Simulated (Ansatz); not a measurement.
# Cr (Cmcm) in Ansatz: a series of runs

One crystal, Cr, is run at these levels: LDA; tasks: single point, equation of state.

Program: Ansatz 0.2.0. These are calculated values, not measurements. Logs are shortened: lines on timing, memory, paths and dates and some standing lists are left out, and cuts for length are marked.

### 1 Starting point

The structure is orthorhombic, space group Cmcm (No. 63). The conventional cell has a = 2.294 Å, b = 4.934 Å, c = 4.064 Å, α = 90.00°, β = 90.00°, γ = 90.00°. Cr (site symmetry m2m) is surrounded by 8 Cr at 2.29 to 2.62 Å.

This isn't the form of Cr at room conditions, which is bcc.

### 2 Single point, LDA, collinear spin, ferromagnetic start, 10.81 Å³/atom (volume scaled by 0.94)

File input.yaml:

```yaml
crystal:
  lattice:
    - [1.1236347407, -2.4166635374, 0.0]
    - [1.1236347407, 2.4166635374, 0.0]
    - [0.0, 0.0, 3.9813423424]
  atoms:
    - { symbol: Cr, position: [0.87053258, 0.12946742, 0.75], spin: 3.0 }
    - { symbol: Cr, position: [0.12946742, 0.87053258, 0.25], spin: 3.0 }
hamiltonian:
  xc: lda
  pseudopotentials: { kind: paw }
magnetization:
  spin_polarized: true
kpoints:
  mp_grid: { grid: [13, 13, 7] }
scf:
  occupations: { method: fermi_dirac, width: 0.05 }
output:
  forces: true
  stress: true
  eigenvalues: true
```

Potentials or basis: Ansatz PAW.

Started as:

```sh
> ansatz run input.yaml --threads 2 --pin off --max-ram 5632MiB --backend cpu --events-out ev --progress --plain --runs-dir out
```

Output:

```text
Warning: RAYON_NUM_THREADS=2 ignored (pool sized by the plan → 2); use --threads N
Engine: ansatz 0.2.0, x86_64-unknown-linux-gnu
Pseudopotentials: kind: paw
Pseudopotential: Cr, paw, valence charge 14, recommended cutoff 420 eV (normal), Cr.paw.azcp
Functional definition: SPW92
  exchange = slater_x
  correlation = pw_c
Crystal: 2 atoms, lattice volume = 21.622 Å³
Basis set: ecut = 420 eV, 411 PW (Γ)
Bands: 21, of which v1, the nominal top of the filled ones, is band 14 counted from 1 (13 counted from 0)
Symmetry: 8 space group operations
Space group: Cmcm (ITA 63), of the structure as read, at distance tolerance 2.8e-5 Å
Magnetic group: BNS 63.457 (UNI 555), of the structure as read, at distance tolerance 2.8e-5 Å
k-points: 196 of 1183
Non-local potential: Cr, projectors of the file, l = 0: 3, l = 1: 2, l = 2: 3, l = 3: 1
PAW form: soft (Blöchl's): semilocal exchange-correlation on the pseudo side does not see the compensation charge
PAW frozen core: Cr, regenerated for the run's functional, and the local potential with it (the file was generated under x = pbe(κ = 0.804, μ = 0.2195149727645171), c = pbe(β = 0.06672455060314922))
PAW one-centre angular grid: Cr, 590 points (default); XC on 64 Gauss nodes
Initial density: superposition of atomic densities (chi_scale 0.1, normalization cell)
Starting moments: Σ|m| = 6 μB on 2 of 2 sites
Initial wavefunctions: pseudopotential atomic-orbital guess
Functional: x = slater, c = lda
SCF iter   1: F=—  HF=-6652.514481 eV  |F-HF|=—  |Δ(HF+E_count)|=         —  Δρ=3.37e-1 (↑3.37e-1 ↓1.48e-1)  dr2=9.94e0  dr2_m=1.05e1  M=0.611 μB ∫|m|=0.611 μB  β_m=0.30  ethr=3.10e-3  ⟨swp⟩=3.6  Hψ=28921  notcnv=0
Mixer restart at iter 1: flushing history
preconditioner: auto → none  [metal: Δε(μ)=0.016 eV  Ē_g=7.538 eV  σ=0.050 eV  W_gap=0.08  n_scr=4 (ndim 8)  ℏωp=27.7 eV  f_vac=0.000  D(μ)=1.54/eV (n_scr^D=22)  sad-step TF]
SCF iter   2: F=—  HF=-6647.543563 eV  |F-HF|=—  |Δ(HF+E_count)|=    4.97e0  Δρ=2.16e-1 (↑2.16e-1 ↓1.18e-1)  dr2=3.11e0  dr2_m=5.12e0  M=0.588 μB ∫|m|=0.588 μB  β_m=0.57  ethr=3.10e-3  ⟨swp⟩=2.2  Hψ=17988  notcnv=0  defer=417
SCF iter   3: F=—  HF=-6645.472888 eV  |F-HF|=—  |Δ(HF+E_count)|=    2.07e0  Δρ=5.05e-2 (↑5.05e-2 ↓2.48e-2)  dr2=2.18e-1  dr2_m=2.54e-1  M=0.225 μB ∫|m|=0.225 μB  β_m=0.61  ethr=3.10e-3  ⟨swp⟩=2.3  Hψ=13768  notcnv=0  defer=409
SCF iter   4: F=—  HF=-6645.442598 eV  |F-HF|=—  |Δ(HF+E_count)|=   3.03e-2  Δρ=9.77e-3 (↑3.19e-3 ↓9.77e-3)  dr2=2.00e-2  dr2_m=3.66e-3  M=0.046 μB ∫|m|=0.049 μB  β_m=0.80  ethr=7.77e-4  ⟨swp⟩=2.8  Hψ=17561  notcnv=0  defer=348
SCF iter   5: F=—  HF=-6645.455120 eV  |F-HF|=—  |Δ(HF+E_count)|=   1.25e-2  Δρ=8.07e-4 (↑8.07e-4 ↓6.45e-4)  dr2=7.74e-5  dr2_m=6.94e-5  M=0.002 μB ∫|m|=0.005 μB  β_m=0.87  ethr=7.15e-5  ⟨swp⟩=2.1  Hψ=14117  notcnv=0  defer=345
SCF iter   6: F=—  HF=-6645.455227 eV  |F-HF|=—  |Δ(HF+E_count)|=   1.07e-4  Δρ=1.75e-4 (↑8.10e-5 ↓1.75e-4)  dr2=3.98e-6  dr2_m=2.35e-6  M=0.001 μB ∫|m|=0.001 μB  β_m=0.86  ethr=2.76e-7  ⟨swp⟩=2.0  Hψ=13653  notcnv=0  defer=345
SCF iter   7: F=—  HF=-6645.455227 eV  |F-HF|=—  |Δ(HF+E_count)|=   1.10e-7  Δρ=5.07e-5 (↑5.07e-5 ↓3.75e-5)  dr2=8.62e-8  dr2_m=3.70e-7  M=0.000 μB ∫|m|=0.000 μB  β_m=0.93  ethr=1.42e-8  ⟨swp⟩=2.5  Hψ=13490  notcnv=0  defer=345
SCF iter   8: F=—  HF=-6645.455227 eV  |F-HF|=—  |Δ(HF+E_count)|=   1.06e-7  Δρ=1.31e-5 (↑1.31e-5 ↓8.49e-6)  dr2=2.63e-8  dr2_m=1.77e-8  M=0.000 μB ∫|m|=0.000 μB  β_m=0.88  ethr=3.08e-10  ⟨swp⟩=2.1  Hψ=12818  notcnv=0  defer=345
SCF iter   9: F=—  HF=-6645.455227 eV  |F-HF|=—  |Δ(HF+E_count)|=   1.02e-8  Δρ=1.90e-6 (↑1.90e-6 ↓1.62e-6)  dr2=1.23e-9  dr2_m=1.73e-10  M=0.000 μB ∫|m|=0.000 μB  β_m=0.77  ethr=9.39e-11  ⟨swp⟩=2.0  Hψ=11767  notcnv=0  defer=345
SCF iter  10: F=-6645.455227 eV  HF=-6645.455227 eV  |F-HF|=3.46e-11  |Δ(HF+E_count)|=  5.96e-10  Δρ=3.57e-7 (↑3.57e-7 ↓3.18e-7)  dr2=5.02e-11  dr2_m=5.69e-12  M=-0.000 μB ∫|m|=0.000 μB  ethr=4.38e-12  ⟨swp⟩=4.1  Hψ=28012  notcnv=0
SCF 1 converged in 10 iterations: F = -6645.455227 eV  dr2 = 5.02e-11
WARN: the starting moments were not kept: the SCF closed with an absolute magnetisation of 3.6e-6 μB, where they sum to 6 μB in size (2 sites). That is at most 0.1 of that sum. Measured as dr2_m measures the in/out step, that magnetisation stands 3.8e-12 eV from none, at or under the dr2_threshold of 1.0e-7 eV: it is no larger than a step whose dr2_m would equal this threshold. The system may hold no moment; this SCF shows only that its start led to no more than that. To try another start: raise the starting moments (crystal.atoms[].spin, magnetization.per_species, magnetization.initial_magnetization, or on a non-collinear deck that types none of these the spinor_matrix: blocks that start its atoms; where the total moment is fixed, keep their sum and leave initial_magnetization as it is; typed ones take the place of any that the run laid by itself, positive ones on a crystal's lanthanoids without a Hubbard term where scf.initial_density.shell_occupations: [] is typed) or, if the notice of its spin-set hold's release reads "site moments contracting" or "site moments show no strong build", lengthen the hold (scf.mixing.spin_hold: { on: { confirm: 4 } }; for m-r²SCAN on two components see the key's manual first). Each may lead to a state that holds a moment. A second SCF, from the converged charge density, with the starting moments and any scf.initial_density.shell_occupations laid on it anew, would have followed, and was not run: the deck does not ask for one (magnetization.retry_lost_moments is false, the default). To let it run, set magnetization.retry_lost_moments: true and run the deck again, where that key's refused combinations let it; where memory then withholds it, that run's warning says so.
SCF converged after 10 iterations
Magnetization: -0.0000 μB (14.0000 up, 14.0000 down)
Absolute magnetization: 0.0000 μB (∫|ρ↑−ρ↓|, with the PAW one-centre terms)
Spin contamination: 0.0000 ħ² per cell (⟨S²⟩ above its minimum at these occupations)
Per-site moments (μB) at R_I (Å): [(-1.2614882384364011e-6, 0.9269986610775), (-1.2614882384189832e-6, 0.9269986610775)]
Free energy (F): -6645.455227 eV
Harris-Foulkes:  -6645.455227 eV  (|F-HF|=3.46e-11)
Internal energy: -6645.433087 eV  (E = F + TS)
E sigma→0 (E₀):  -6645.444157 eV
Entropy (-TS):   -0.022139 eV (-11.070 meV/atom)
Fermi energy:    20.570537 eV
--- Per-component energies (eV) ---
  E_band       = -248.687838
  E_kinetic    = 693.471206
  E_local      = -2269.986962  (includes V_loc(G=0)·N_el)
  E_nonlocal   = 169.746242
  E_hartree    = 1000.927813
  E_xc         = -279.893227
  E_vxc        = -359.093717  (∫ρ·V_xc dr)
  E_paw        = -2284.339830  (= ΣΔE_a)
  E_vpaw       = -484.681314  (= ΣTr[D̂ρ^β])
  E_aug_tail   = 0.000643  (compensation charges beyond the density's cutoff)
  E_ewald      = -3676.089222
  E_core_change = 0.730249  (= ΣΔE_core)
  E_smearing   = -0.022139  (= −TS)
  E_closure    = 0.000000  (closes the sum)
  Σ components = -6645.455227   (vs F -6645.455227, Δ=0.00e0)
--- Forces (eV/Å), atoms counted from 1 ---
  atom   1  Cr     0.00000000     0.20088465     0.00000000
  atom   2  Cr     0.00000000    -0.20088465     0.00000000
  max |Σ_I F_I| component: 2.78e-17 eV/Å
--- Stress (GPa, compression-positive) ---
        6.239465       0.000000       0.000000
        0.000000       4.746938       0.000000
        0.000000       0.000000      11.862766
  P = ⅓ Tr σ = 7.6164 GPa (76.164 kbar)
--- Band table (eV; the first three rows and the last of 392) ---
  k-point 0 ↑: bands = ["-50.5658", "-50.2861", "-22.6715", "-21.9575", "-21.6507", "-21.4737", "-21.3616", "-21.3475", "12.6131", "15.9134", "18.2331", "18.4743", "19.6170", "20.7245", "21.6435", "21.6845", "21.8326", "22.3849", "22.5521", "23.4254", "31.1580"]
  k-point 1 ↑: bands = ["-50.5522", "-50.3002", "-22.6157", "-21.9452", "-21.6651", "-21.5331", "-21.3609", "-21.3482", "12.8465", "15.9363", "18.2281", "18.4662", "19.8042", "20.5319", "21.2396", "21.4917", "21.5420", "22.5627", "22.7006", "23.2017", "32.0404"]
  k-point 2 ↑: bands = ["-50.5140", "-50.3396", "-22.4583", "-21.9169", "-21.7049", "-21.6914", "-21.3589", "-21.3501", "13.5087", "15.8771", "18.2778", "18.4520", "20.0108", "20.0376", "20.3775", "21.2681", "21.3096", "22.6146", "22.8518", "22.9414", "34.1289"]
  k-point 195 ↓: bands = ["-50.3558", "-50.3441", "-22.6169", "-22.6020", "-21.7331", "-21.7016", "-21.4354", "-21.3953", "15.9361", "16.0478", "17.4677", "17.8164", "20.7369", "20.8773", "21.9336", "22.4525", "23.0260", "23.1578", "23.1854", "23.6395", "30.4304"]
```

Wall time 33 s (2 threads of Intel Xeon at 2.50GHz (Skylake/Cascade Lake), shared host); peak memory 0.45 GiB.

Results:

```
Free energy            : -6645.4552 eV
Pressure               : 7.6 GPa
Largest force          : 0.201 eV/Å
Band gap on the k mesh : none (metal or under the smearing width)
Net moment             : 0.00 μB per cell
Absolute moment        : 0.00 μB per cell
```

Caveat: the starting moments collapsed, and a magnetic state may lie lower; the PAW data sets come from PBE, with cores solved anew for the run's functional, which leaves a small shift of forces and pressure; the starting moments weren't kept.

### 3 Single point, LDA, collinear spin, ferromagnetic start, 11.04 Å³/atom (volume scaled by 0.96)

Changes to input.yaml since step 2:

```diff
@@ -2,5 +2,5 @@
   lattice:
-    - [1.1236347407, -2.4166635374, 0.0]
-    - [1.1236347407, 2.4166635374, 0.0]
-    - [0.0, 0.0, 3.9813423424]
+    - [1.1315479221, -2.4336828554, 0.0]
+    - [1.1315479221, 2.4336828554, 0.0]
+    - [0.0, 0.0, 4.0093808883]
   atoms:
```

Potentials or basis: Ansatz PAW.

Started as:

```sh
> ansatz run input.yaml --threads 2 --pin off --max-ram 5632MiB --backend cpu --events-out ev --progress --plain --runs-dir out
```

Run time: 34 s. Hardware: 2 threads of Intel Xeon at 2.50GHz (Skylake/Cascade Lake), shared host; peak memory 0.45 GiB.

It converged, with:

```
Free energy            : -6645.4679 eV
Pressure               : 1.4 GPa
Largest force          : 0.188 eV/Å
Band gap on the k mesh : none (metal or under the smearing width)
Net moment             : 0.00 μB per cell
Absolute moment        : 0.00 μB per cell
```

Caveat: the starting moments collapsed, and a magnetic state may lie lower; the PAW data sets come from PBE, with cores solved anew for the run's functional, which leaves a small shift of forces and pressure; the starting moments weren't kept.

### 4 Single point, LDA, collinear spin, ferromagnetic start, 11.27 Å³/atom (volume scaled by 0.98)

Changes to input.yaml since step 3:

```diff
@@ -2,5 +2,5 @@
   lattice:
-    - [1.1315479221, -2.4336828554, 0.0]
-    - [1.1315479221, 2.4336828554, 0.0]
-    - [0.0, 0.0, 4.0093808883]
+    - [1.1393519475, -2.4504674055, 0.0]
+    - [1.1393519475, 2.4504674055, 0.0]
+    - [0.0, 0.0, 4.0370326648]
   atoms:
```

Started as:

```sh
> ansatz run input.yaml --threads 2 --pin off --max-ram 5632MiB --backend cpu --events-out ev --progress --plain --runs-dir out
```

Wall time 46 s (2 threads of Intel Xeon at 2.50GHz (Skylake/Cascade Lake), shared host); peak memory 0.46 GiB.

It converged, with:

```yaml
Free_energy: -6645.4637 eV
Pressure: -4.3 GPa
Largest_force: 0.175 eV/Å
Band_gap_on_the_k_mesh: none (metal or under the smearing width)
Net_moment: 0.00 μB per cell
Absolute_moment: 0.00 μB per cell
```

Caveat: the starting moments collapsed, and a magnetic state may lie lower; the PAW data sets come from PBE, with cores solved anew for the run's functional, which leaves a small shift of forces and pressure; the starting moments weren't kept.

### 5 Single point, LDA, collinear spin, ferromagnetic start, 11.50 Å³/atom

Changes to input.yaml since step 4:

```diff
@@ -2,5 +2,5 @@
   lattice:
-    - [1.1393519475, -2.4504674055, 0.0]
-    - [1.1393519475, 2.4504674055, 0.0]
-    - [0.0, 0.0, 4.0370326648]
+    - [1.147050505, -2.46702512, 0.0]
+    - [1.147050505, 2.46702512, 0.0]
+    - [0.0, 0.0, 4.06431074]
   atoms:
```

Started as:

```sh
> ansatz run input.yaml --threads 2 --pin off --max-ram 5632MiB --backend cpu --events-out ev --progress --plain --runs-dir out
```

It used 31 s of CPU time on 2 threads of Intel(R) Xeon(R) Processor @ 2.50GHz (Skylake/Cascade Lake), with other jobs on the host, which was overloaded at the time.

The run converged. Its results:

* Free energy: -6645.4441 eV
* Pressure: -9.3 GPa
* Largest force: 0.162 eV/Å
* Band gap on the k mesh: none (metal or under the smearing width)
* Net moment: 0.00 μB per cell
* Absolute moment: 0.00 μB per cell

Caveat: the starting moments collapsed, and a magnetic state may lie lower; the PAW data sets come from PBE, with cores solved anew for the run's functional, which leaves a small shift of forces and pressure; the starting moments weren't kept.

### 6 Single point, LDA, collinear spin, ferromagnetic start, 11.73 Å³/atom (volume scaled by 1.02)

Changes to input.yaml since step 5:

```diff
@@ -2,5 +2,5 @@
   lattice:
-    - [1.147050505, -2.46702512, 0.0]
-    - [1.147050505, 2.46702512, 0.0]
-    - [0.0, 0.0, 4.06431074]
+    - [1.1546470873, -2.4833635108, 0.0]
+    - [1.1546470873, 2.4833635108, 0.0]
+    - [0.0, 0.0, 4.0912274896]
   atoms:
@@ -21 +21,5 @@
   eigenvalues: true
+  write_density: true
+  write_potential: true
+  elf: true
+  volumetric_format: npy
```

Potentials or basis: Ansatz PAW.

Started as:

```sh
> ansatz run input.yaml --threads 2 --pin off --max-ram 5632MiB --backend cpu --events-out ev --progress --plain --runs-dir out
```

It used 38 s of CPU time on 2 threads of Intel(R) Xeon(R) Processor @ 2.50GHz (Skylake/Cascade Lake), with other jobs on the host, which was overloaded at the time.

The run converged. Its results:

* Free energy: -6645.4108 eV
* Pressure: -13.8 GPa
* Largest force: 0.151 eV/Å
* Band gap on the k mesh: none (metal or under the smearing width)
* Net moment: 0.00 μB per cell
* Absolute moment: 0.00 μB per cell

Caveat: the starting moments collapsed, and a magnetic state may lie lower; the PAW data sets come from PBE, with cores solved anew for the run's functional, which leaves a small shift of forces and pressure; the starting moments weren't kept.

### 7 Single point, LDA, collinear spin, ferromagnetic start, 11.96 Å³/atom (volume scaled by 1.04)

Changes to input.yaml since step 6:

```diff
@@ -2,5 +2,5 @@
   lattice:
-    - [1.1546470873, -2.4833635108, 0.0]
-    - [1.1546470873, 2.4833635108, 0.0]
-    - [0.0, 0.0, 4.0912274896]
+    - [1.1621450058, -2.4994896998, 0.0]
+    - [1.1621450058, 2.4994896998, 0.0]
+    - [0.0, 0.0, 4.1177946463]
   atoms:
@@ -21,5 +21 @@
   eigenvalues: true
-  write_density: true
-  write_potential: true
-  elf: true
-  volumetric_format: npy
```

Started as:

```sh
> ansatz run input.yaml --threads 2 --pin off --max-ram 5632MiB --backend cpu --events-out ev --progress --plain --runs-dir out
```

It used 33 s of CPU time on 2 threads of Intel(R) Xeon(R) Processor @ 2.50GHz (Skylake/Cascade Lake) (shared host), which was overloaded at the time.

It converged, with:

- Free energy: -6645.3651 eV
- Pressure: -17.9 GPa
- Largest force: 0.139 eV/Å
- Band gap on the k mesh: none (metal or under the smearing width)
- Net moment: 0.00 μB per cell
- Absolute moment: 0.00 μB per cell

Caveat: the starting moments collapsed, and a magnetic state may lie lower; the PAW data sets come from PBE, with cores solved anew for the run's functional, which leaves a small shift of forces and pressure; the starting moments weren't kept.

### 8 Single point, LDA, collinear spin, ferromagnetic start, 12.19 Å³/atom (volume scaled by 1.06)

Changes to input.yaml since step 7:

```diff
@@ -2,5 +2,5 @@
   lattice:
-    - [1.1621450058, -2.4994896998, 0.0]
-    - [1.1621450058, 2.4994896998, 0.0]
-    - [0.0, 0.0, 4.1177946463]
+    - [1.1695474029, -2.5154104456, 0.0]
+    - [1.1695474029, 2.5154104456, 0.0]
+    - [0.0, 0.0, 4.1440233448]
   atoms:
```

Started as:

```sh
> ansatz run input.yaml --threads 2 --pin off --max-ram 5632MiB --backend cpu --events-out ev --progress --plain --runs-dir out
```

It used 33 s of CPU time on 2 threads of Intel(R) Xeon(R) Processor @ 2.50GHz (Skylake/Cascade Lake) (shared host), which was overloaded at the time.

Results (log left out):

- Free energy: -6645.3085 eV
- Pressure: -21.5 GPa
- Largest force: 0.128 eV/Å
- Band gap on the k mesh: none (metal or under the smearing width)
- Net moment: 0.00 μB per cell
- Absolute moment: 0.00 μB per cell

Caveat: the starting moments collapsed, and a magnetic state may lie lower; the PAW data sets come from PBE, with cores solved anew for the run's functional, which leaves a small shift of forces and pressure; the starting moments weren't kept.

### 9 Equation of state, LDA, collinear spin, ferromagnetic start

Potentials or basis: Ansatz PAW.

No new run: the results of the series are fitted here.

Results:

- Equilibrium volume: 11.09 Å³/atom
- Bulk modulus at fixed shape and positions: 279 GPa
- Pressure derivative of the bulk modulus: 4.2

Energy against volume, from the lowest point:
| volume (Å³/atom) | energy (meV/atom) |
| --- | --- |
| 10.811 | 6.36 |
| 11.041 | 0.00 |
| 11.271 | 2.15 |
| 11.501 | 11.94 |
| 11.731 | 28.59 |
| 11.961 | 51.41 |
| 12.191 | 79.73 |

Caveat: the cell was scaled at fixed shape and fractional positions, which overstates the stiffness of a crystal with free parameters, most of all of layers and chains.
